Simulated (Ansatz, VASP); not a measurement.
# One calculation of Mn, two programs

The input INCAR:

```
SYSTEM = Mn
ALGO = Fast ; EDIFF = 1E-7
EDIFFG = -0.05 ; ENCUT = 600
GGA = PE ; IBRION = 2
ISIF = 3 ; ISMEAR = 0
LASPH = .TRUE. ; LCHARG = .FALSE.
LREAL = .FALSE. ; LWAVE = .FALSE.
NELM = 60 ; NSW = 80
PREC = Accurate ; SIGMA = 0.1
```

KPOINTS

```
k-points
0
G
  12 12 6
  0 0 0
```

POSCAR

```
Mn
1.0
    2.6684384657      0.0000000000      0.0000000000
   -1.3342192328      2.3109354997      0.0000000000
    0.0000000000      0.0000000000      4.2232798402
Mn
2
Direct
    0.3333333333      0.6666666667      0.2500000000
    0.6666666667      0.3333333333      0.7500000000
```

Input for Ansatz:

```yaml
crystal:
  lattice:
    - [2.6684384657, 0.0, 0.0]
    - [-1.3342192328, 2.3109354997, 0.0]
    - [0.0, 0.0, 4.2232798402]
  atoms:
    - { symbol: Mn, position: [0.3333333333, 0.6666666667, 0.25] }
    - { symbol: Mn, position: [0.6666666667, 0.3333333333, 0.75] }
basis:
  ecutwfc: 420
kpoints:
  mp_grid: { grid: [12, 12, 6] }
hamiltonian:
  xc: pbe
scf:
  occupations: { method: gaussian, width: 0.1 }
output:
  forces: true
  stress: true
  eigenvalues: true
relax:
  adjacent_minimum: "off"
  f_tol: 0.05
  max_steps: 60
  cell: { stress_tol: 0.5 }
```

Alike in both runs: task relaxation of cell and atoms; functional PBE; k mesh 12 × 12 × 6; occupations gaussian, width 0.1 eV; no spin polarisation.

|  | VASP | Ansatz |
| --- | --- | --- |
| version | VASP 6.6.1 | Ansatz 0.2.0 |
| potentials or method | VASP PAW PBE potentials, release 64 (Mn_pv) | scalar-relativistic, plane waves, PAW |
| plane-wave cutoff (eV) | 600 | 420 |
| valence electrons in the cell | 26 | 30 |

```csv
,VASP,Ansatz,Ansatz less VASP
"gap on the k mesh at the Fermi level, each at its own relaxed structure (eV)",none,none,-
relaxed volume (Å³/atom),10.70,10.71,+0.009
relaxed cell length with the largest relative difference (Å),4.022,4.025,+0.0030
energy change over the relaxation (meV/atom),-310,-309,+0.7
```

A gap of «none» marks a metal or a gap that the smearing closes. The two sets of potentials don't hold the same shells in valence.

Caveats: the volume moved by over 15 % at a fixed basis, so the end points are rough (VASP); the run has no spin polarisation, though such a crystal can be magnetic. Spin polarisation is off, so any magnetic state and its effect on volume and gap are missing.
